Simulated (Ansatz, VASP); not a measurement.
Fe: VASP beside Ansatz

Contents of POSCAR:

```
Fe
1.0
    0.0000000000      1.9417396906      1.9651051623
    1.4984397099      0.0000000000      1.9651051623
    1.4984397099      1.9417396906      0.0000000000
Fe
1
Direct
    0.0000000000      0.0000000000      0.0000000000
```

The input INCAR.step1:

```
PREC = Accurate
ENCUT = 520
ISMEAR = -1
SIGMA = 0.1
LREAL = False
LASPH = True
NELM = 150
ISPIN = 2
MAGMOM = 3
LMAXMIX = 4
NBANDS = 14
GGA = PE
ALGO = Normal
EDIFF = 1E-4
LWAVE = True
LCHARG = False
```

File INCAR.step2:

```
PREC = Accurate
ENCUT = 520
EDIFF = 1E-6
ISMEAR = -1
SIGMA = 0.1
LREAL = False
LASPH = True
NELM = 150
ALGO = Normal
ISIF = 2
LWAVE = False
LCHARG = True
ISPIN = 2
MAGMOM = 3
LORBIT = 11
LMAXMIX = 4
METAGGA = R2SCAN
LMIXTAU = True
LELF = True
LVHAR = True
NBANDS = 14
ISTART = 1
```

KPOINTS

```
regular mesh
0
Gamma
  14 14 14
```

Input for Ansatz:

```yaml
crystal:
  lattice:
    - [0.0, 1.9417396906, 1.9651051623]
    - [1.4984397099, 0.0, 1.9651051623]
    - [1.4984397099, 1.9417396906, 0.0]
  atoms:
    - { symbol: Fe, position: [0.0, 0.0, 0.0], spin: 3.0 }
magnetization:
  spin_polarized: true
kpoints:
  mp_grid: { grid: [14, 14, 14] }
scf:
  occupations: { method: fermi_dirac, width: 0.1 }
  lower_state_search: "off"
hamiltonian:
  xc: r2scan
  pseudopotentials: { kind: paw }
output:
  forces: true
  stress: true
  eigenvalues: true
  populations: true
```

Alike in both runs: task single point; functional r2SCAN; k mesh 14 × 14 × 14; occupations fermi-dirac, width 0.1 eV; collinear spin.

```csv
,VASP,Ansatz
version,VASP 6.6.1,Ansatz 0.2.0
potentials or method,"VASP PAW PBE potentials, release 64 (Fe)","PAW with Ansatz's default frozen-core files, scalar-relativistic"
plane-wave cutoff (eV),520,500
valence electrons in the cell,8,16
```

Ansatz gave:

```
pressure (GPa)                                                : 5.0
largest component of the traceless stress (GPa)               : 3.94
net moment per atom (μB)                                      : 2.59
size of the moment on the site where the two differ most (μB) : 2.73
```

**Question.** Which values does VASP return?

**Answer.** Pressure (GPa): 4.5; largest component of the traceless stress (GPa): 3.81; net moment per atom (μB): 2.59; size of the moment on the site where the two differ most (μB): 2.65.

Site moments also hang on the region over which each program counts them. The two sets of potentials don't hold the same shells in valence. Ansatz warned: «stability_check_not_made».

Caveats: the PAW data sets were made with another functional, which shifts forces and pressure a little (VASP).
